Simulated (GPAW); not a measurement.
Crystal: SrO.

```
Sr O
1.0
     0.00000    2.56630    2.56630
     2.56630    0.00000    2.56630
     2.56630    2.56630    0.00000
Sr O
1 1
Cartesian
  2.5663 2.5663 2.5663
  0.0000 0.0000 0.0000
```

Base run:

| Property | Result |
| --- | --- |
| Program | GPAW 26.7.0 |
| Functional | TB-mBJ |
| Potentials or basis | GPAW PAW data sets for LDA (gpaw-data 1.2.1) |
| Cutoff | 800 eV |
| Basis | pw |
| k mesh | 7 × 7 × 7 |
| Occupations | fermi-dirac, width 0.05 eV |
| Spin | no spin polarisation |

Its results: band gap on the k mesh 5.04 eV, indirect (least direct gap 5.11 eV).

Q: The run is repeated on the same cell with these changes: functional from TB-mBJ to LDA; potentials or basis from GPAW PAW data sets for LDA (gpaw-data 1.2.1) to PAW data sets generated in the run's folder for this functional. What comes out?

A: Band gap on the k mesh 3.30 eV, indirect (least direct gap 3.38 eV).

Caveats: a model potential gives levels but no total energy (some runs); an odd mesh through Γ misses points on the zone boundary, where band edges often lie (some runs); the mesh misses the band edges, which the band path finds closer together (some runs).
